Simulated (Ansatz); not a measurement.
**Relaxing lithium (9R)**

The calculation used DFT, RPBE, plane waves (420 eV) with PAW, scalar-relativistic in Ansatz 0.2.0. (PAW data from PBE, frozen cores regenerated.)

k-point mesh 12×12×12, Fermi-Dirac smearing 0.1 eV, no spin polarisation. Cell and atoms relax.

Starting structure:

```
Li
1.0
     1.55050    0.89518    7.58830
    -1.55050    0.89518    7.58830
     0.00000   -1.79036    7.58830
Li
3
Cartesian
  1.5505 0.8952 7.5883
  0.0000 0.0000 5.0538
  0.0000 0.0000 17.7111
```

What cell does the relaxation end in?

R-3m with a = 3.105 Å, c = 22.705 Å (c/a = 7.313); 21.06 Å³ per atom against 21.06 at the start (0.0 %).

How much energy does the relaxation gain?

0.0 meV per atom.

Path of the relaxation (the plane waves are chosen anew near the end, which can shift the energy a little):

```json
{"step": "0", "E − E(final) (meV/atom)": "0.04", "V (Å³/atom)": "21.065", "P (GPa)": "0.00", "max force (eV/Å)": "0.010"}
{"step": "1", "E − E(final) (meV/atom)": "0.01", "V (Å³/atom)": "21.060", "P (GPa)": "0.00", "max force (eV/Å)": "0.003"}
{"step": "2", "E − E(final) (meV/atom)": "0.00", "V (Å³/atom)": "21.058", "P (GPa)": "0.00", "max force (eV/Å)": "0.002"}
{"step": "3", "E − E(final) (meV/atom)": "0.00", "V (Å³/atom)": "21.058", "P (GPa)": "0.00", "max force (eV/Å)": "0.002"}
```
